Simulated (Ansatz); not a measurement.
# Si: a listed cell, distorted in several ways

How do energy, forces, pressure and gap of Si change under further strains and shifts, swapped elements, other functionals? Each case is one self-consistent run.

Program: Ansatz 0.2.0. Level of theory: DFT PBE, scalar-relativistic, plane waves, PAW, unless a step's input says otherwise. These are calculated values, not measurements.

## Step 1: The structure to begin with

It takes space group I4/mmm (No. 139, tetragonal). The conventional cell has a = 3.254 Å, b = 3.254 Å, c = 2.641 Å, α = 90.00°, β = 90.00°, γ = 90.00°. Around Si (site symmetry 4/mmm) lie 10 Si at 2.64 to 2.65 Å.

As a file:

```
CELL_PARAMETERS angstrom
-1.62691 1.62691 1.32033
1.62691 -1.62691 1.32033
1.62691 1.62691 -1.32033
ATOMIC_POSITIONS crystal
Si 0.00000 0.00000 0.00000
```

The structure comes from the Materials Project (structure only).

## Step 2: Substitution of an element, cell strained: Si → C, first probe

What differs from the listed cell: C takes all sites of Si, and lengths are scaled by 0.811 as a first guess of the size; strain xx, yy, zz, yz, xz, xy = -1.2, -1.2, -1.2, +0.0, +0.0, +0.0 %.

Contents of input.yaml:

```yaml
crystal:
  lattice:
    - [-1.3030269469, 1.3030269469, 1.0574771561]
    - [1.3030269469, -1.3030269469, 1.0574771561]
    - [1.3030269469, 1.3030269469, -1.0574771561]
  atoms:
    - { symbol: C, position: [0.0, 0.0, 0.0] }
basis:
  ecutwfc: 420
kpoints:
  mp_grid: { grid: [10, 10, 10] }
hamiltonian:
  xc: pbe
scf:
  occupations: { method: gaussian, width: 0.1 }
output:
  forces: true
  stress: true
  eigenvalues: true
```

## Step 3: One element swapped, cell strained: Si → C

input.yaml: that of step 2 with these lines changed.

```diff
@@ -10,3 +10,3 @@
 kpoints:
-  mp_grid: { grid: [10, 10, 10] }
+  mp_grid: { grid: [24, 24, 24] }
 hamiltonian:
```

## Step 4: A change within a subgroup

Contents of input.yaml:

```yaml
crystal:
  lattice:
    - [-1.6860532877, 1.7071363375, 1.334834904]
    - [1.6860532877, -1.7599495315, 1.3999115012]
    - [1.6860532877, 1.7599495315, -1.3999115012]
  atoms:
    - { symbol: Si, position: [0.0, 0.0, 0.0] }
basis:
  ecutwfc: 420
kpoints:
  mp_grid: { grid: [18, 18, 18] }
hamiltonian:
  xc: pbe
scf:
  occupations: { method: gaussian, width: 0.1 }
output:
  forces: true
  stress: true
  eigenvalues: true
```

## Step 5: Functional and cell changed: PBEsol

Contents of input.yaml:

```yaml
crystal:
  lattice:
    - [-1.6464379092, 1.6464379092, 1.3361738082]
    - [1.6464379092, -1.6464379092, 1.3361738082]
    - [1.6464379092, 1.6464379092, -1.3361738082]
  atoms:
    - { symbol: Si, position: [0.0, 0.0, 0.0] }
basis:
  ecutwfc: 420
kpoints:
  mp_grid: { grid: [20, 20, 20] }
hamiltonian:
  xc: pbesol
scf:
  occupations: { method: gaussian, width: 0.1 }
output:
  forces: true
  stress: true
  eigenvalues: true
```

Q: Predict the outcome of this session. Wanted: for each run, case; energy; pressure; largest force.

The runs gave:

| step | case | energy (meV/atom) | pressure (GPa) | largest force (eV/Å) | gap on the mesh (eV) |
| --- | --- | --- | --- | --- | --- |
| 3 | one element swapped, cell strained: Si → C | n/a | -9.4 | 0.00 | 0.00 |
| 4 | a change within a subgroup | +0.0 | -7.0 | 0.00 | 0.00 |
| 5 | functional and cell changed: PBEsol | n/a | -2.5 | 0.00 | 0.00 |

Energies are counted from step 4, with the smearing taken to zero. Other atoms or functionals have another zero of energy (n/a). A gap of 0.00 means none on the mesh at this level.

**Reading.** 
